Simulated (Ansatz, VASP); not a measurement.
# C: VASP beside Ansatz

INCAR

```
PREC     = Accurate       # precision mode
ENCUT    = 520            # plane-wave cutoff, eV
EDIFF    = 1E-6           # SCF threshold, eV
ISMEAR   = 0              # smearing method
SIGMA    = 0.05           # smearing width, eV
LREAL    = F              # projectors in reciprocal space
LASPH    = T              # aspherical terms in the spheres
NELM     = 60             # most SCF steps
ALGO     = Normal         # electronic algorithm
ISIF     = 2              # what is computed and relaxed
LWAVE    = F              # write WAVECAR
LCHARG   = F              # write CHGCAR
GGA      = PE             # functional
NBANDS   = 11             # bands
```

KPOINTS

```
regular mesh
0
Gamma
  12 12 12
```

Contents of POSCAR:

```
C
1.0
    0.0000000000      1.7834000000      1.7834000000
    1.7834000000      0.0000000000      1.7834000000
    1.7834000000      1.7834000000      0.0000000000
C
2
Direct
    0.5000000000      0.5000000000      0.5000000000
    0.7500000000      0.7500000000      0.7500000000
```

Input for Ansatz:

```yaml
crystal:
  lattice:
    - [0.0, 1.7834, 1.7834]
    - [1.7834, 0.0, 1.7834]
    - [1.7834, 1.7834, 0.0]
  atoms:
    - { symbol: C, position: [0.5, 0.5, 0.5] }
    - { symbol: C, position: [0.75, 0.75, 0.75] }
basis:
  ecutwfc: 420
kpoints:
  mp_grid: { grid: [12, 12, 12] }
hamiltonian:
  xc: pbe
scf:
  occupations: { method: gaussian, width: 0.05 }
output:
  forces: true
  stress: true
  eigenvalues: true
```

This isn't the form of C at room conditions, which is graphite.

Alike in both runs: task single point; functional PBE; k mesh 12 × 12 × 12; occupations gaussian, width 0.05 eV; no spin polarisation.

```csv
,VASP,Ansatz
version,VASP 6.6.1,Ansatz 0.2.0
potentials or method,"VASP PAW PBE potentials, release 64 (C)","scalar-relativistic, plane waves, PAW"
plane-wave cutoff (eV),520,420
valence electrons in the cell,8,8
```

```tsv
	VASP	Ansatz	Ansatz less VASP
gap on the k mesh at the Fermi level (eV)	4.15	4.16	+0.007
least direct gap on the mesh (eV)	5.59	5.59	+0.004
pressure (GPa)	2.4	1.8	-0.67
```

The functional is the same, so the differences come from potentials, cutoffs and numerics.
